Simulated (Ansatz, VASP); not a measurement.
One calculation of Si3N4, two programs

Contents of INCAR:

```
ALGO = Normal ; EDIFF = 1E-7
EDIFFG = -0.01 ; ENCUT = 600
GGA = PE ; IBRION = 2
ISIF = 3 ; ISMEAR = -1
LASPH = T ; LCHARG = F
LREAL = F ; LWAVE = F
NELM = 60 ; NSW = 60
PREC = Accurate ; SIGMA = 0.05
```

File KPOINTS:

```
k-points
0
Gamma
  7 7 7
```

POSCAR

```
Si3N4
1.0
    4.1307800000      0.0000000000      0.0000000000
    0.0000000000      4.1307800000      0.0000000000
    0.0000000000      0.0000000000      4.1307800000
Si N
3 4
Direct
    0.0000000000      0.0000000000      0.5000000000
    0.5000000000      0.0000000000      0.0000000000
    0.0000000000      0.5000000000      0.0000000000
    0.2395200000      0.2395200000      0.7604800000
    0.7604800000      0.7604800000      0.7604800000
    0.2395200000      0.7604800000      0.2395200000
    0.7604800000      0.2395200000      0.2395200000
```

The input input.yaml:

```yaml
crystal:
  lattice:
    - [4.13078, 0.0, 0.0]
    - [0.0, 4.13078, 0.0]
    - [0.0, 0.0, 4.13078]
  atoms:
    - { symbol: Si, position: [0.0, 0.0, 0.5] }
    - { symbol: Si, position: [0.5, 0.0, 0.0] }
    - { symbol: Si, position: [0.0, 0.5, 0.0] }
    - { symbol: "N", position: [0.23952, 0.23952, 0.76048] }
    - { symbol: "N", position: [0.76048, 0.76048, 0.76048] }
    - { symbol: "N", position: [0.23952, 0.76048, 0.23952] }
    - { symbol: "N", position: [0.76048, 0.23952, 0.23952] }
hamiltonian:
  xc: pbe
  pseudopotentials: { kind: paw }
kpoints:
  mp_grid: { grid: [7, 7, 7] }
scf:
  occupations: { method: fermi_dirac, width: 0.05 }
output:
  forces: true
  stress: true
  eigenvalues: true
  write_density: true
  write_potential: true
  elf: true
  volumetric_format: npy
relax:
  f_tol: 0.01
  max_steps: 40
  cell: { stress_tol: 0.05 }
```

The cell was built by a generator and needn't be a form met in nature.

Alike in both runs: task relaxation of cell and atoms; functional PBE; k mesh 7 × 7 × 7; occupations fermi-dirac, width 0.05 eV; no spin polarisation.

|  | VASP | Ansatz |
| --- | --- | --- |
| version | VASP 6.6.1 | Ansatz 0.2.0 |
| potentials or method | VASP PAW PBE potentials, release 64 (Si, N) | Ansatz PAW |
| plane-wave cutoff (eV) | 600 | 420 |
| valence electrons in the cell | 32 | 32 |

Ansatz gave:

- gap on the k mesh at the Fermi level, each at its own relaxed structure (eV): 2.75
- relaxed volume (Å³/atom): 10.07
- relaxed cell length with the largest relative difference (Å): 4.131

Problem. Estimate VASP's values.

Solution. gap on the k mesh at the Fermi level, each at its own relaxed structure (eV): 2.74; relaxed volume (Å³/atom): 10.06; relaxed cell length with the largest relative difference (Å): 4.129.

Caveats: an odd mesh through Γ misses points on the zone boundary, where band edges often lie (VASP); odd divisions of the mesh miss points on the zone boundary, where band edges often lie, so the gap on the mesh can be too wide (Ansatz); the plane-wave basis is chosen anew once the cell has moved, so the energies of steps on either side of that aren't comparable (Ansatz); the pressure holds a Pulay correction of +0.5 GPa for the finite cutoff (Ansatz). Expect the measured gap to be larger: semilocal functionals such as PBE lack the derivative discontinuity.
